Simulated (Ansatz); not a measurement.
Calculated 14N nuclear quadrupole resonance for Hf3N4

Cell: a structure deposited in the COD, ions relaxed with PBE at fixed cell.

Space group I-43d (No. 220); a = 6.7010 Å.

```
site  Wyckoff  site symmetry       x       y       z
  Hf      12a           -4..  0.3750  0.0000  0.2500
   N      16c            .3.  0.0678  0.0678  0.0678
```

One atom of each set is listed; the run and its k-mesh use a cell of 14 atoms with edges of 5.80, 5.80, 5.80 Å.

All values are calculated (Ansatz; DFT, PBEsol, plane waves and PAW, scalar-relativistic, 420 eV cutoff, Γ-centred 6×6×6 k-points, Fermi–Dirac smearing 0.02 eV), not measured.

14N: I = 1, Q = 20.44 mb (year-2017 value). Static lattice, zero field.

Question: The simulated lines lie at 0.279 MHz. What are |C_Q|, η and |V_zz| at N?

Answer: For I = 1 the lines are ν± = (3/4)|C_Q|(1 ± η/3) and ν₀ = |C_Q|η/2. Here |C_Q| = 0.373 MHz, η = 0.00 and |V_zz| = 0.75 × 10²¹ V/m². The calculation gives V_zz positive; the lines don't show the sign. The site has 6 Hf at 2.21–2.44 Å.

An axis of threefold or higher order runs through N, so V_zz lies along it and η is zero.

At this cell the PBEsol pressure is -5 GPa, so with PBEsol the cell would shrink if it were relaxed. Without spin–orbit coupling the gradients at and beside Hf can be off by some per cent, at some sites by more. With a gap of 1.0 eV on this mesh, small gradients can still move by 0.1 × 10²¹ V/m² or more as the k-mesh gets denser.
